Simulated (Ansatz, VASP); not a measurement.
**Te2Mo: VASP beside Ansatz**

```
CELL_PARAMETERS angstrom
3.51820 0.00000 0.00000
-1.75910 3.04685 0.00000
0.00000 0.00000 13.97360
ATOMIC_POSITIONS crystal
Te 0.33333 0.66667 0.62100
Te 0.66667 0.33333 0.12100
Te 0.33333 0.66667 0.87900
Te 0.66667 0.33333 0.37900
Mo 0.33333 0.66667 0.25000
Mo 0.66667 0.33333 0.75000
```

Alike in both runs: task single point; functional PBE; k mesh 6 × 6 × 2; occupations gaussian, width 0.1 eV; no spin polarisation.

```csv
,VASP,Ansatz
version,VASP 6.6.1,Ansatz 0.2.0
potentials or method,"VASP PAW PBE potentials, release 64 (Te, Mo_sv)","scalar-relativistic, plane waves, PAW"
plane-wave cutoff (eV),520,420
valence electrons in the cell,52,92
```

|  | VASP | Ansatz | Ansatz less VASP |
| --- | --- | --- | --- |
| gap on the k mesh at the Fermi level (eV) | 0.82 | 0.83 | +0.004 |
| least direct gap on the mesh (eV) | 1.04 | 1.04 | +0.001 |
| pressure (GPa) | 2.9 | 2.9 | -0.01 |
| largest component of the traceless stress (GPa) | 0.49 | 0.43 | -0.059 |
| rms of the force components (eV/Å) | 0.091 | 0.084 | -0.0068 |

Atom by atom the forces differ by 0.007 eV/Å (rms over components). The two sets of potentials don't hold the same shells in valence.

Caveats: spin-orbit coupling is left out, which moves the levels of the heavy elements; this functional lacks dispersion, which binds the layers, so the pressure and a relaxed spacing across them are unreliable. A k mesh can miss the band edges. PBE gaps usually lie below the measured ones, often by a third to a half.
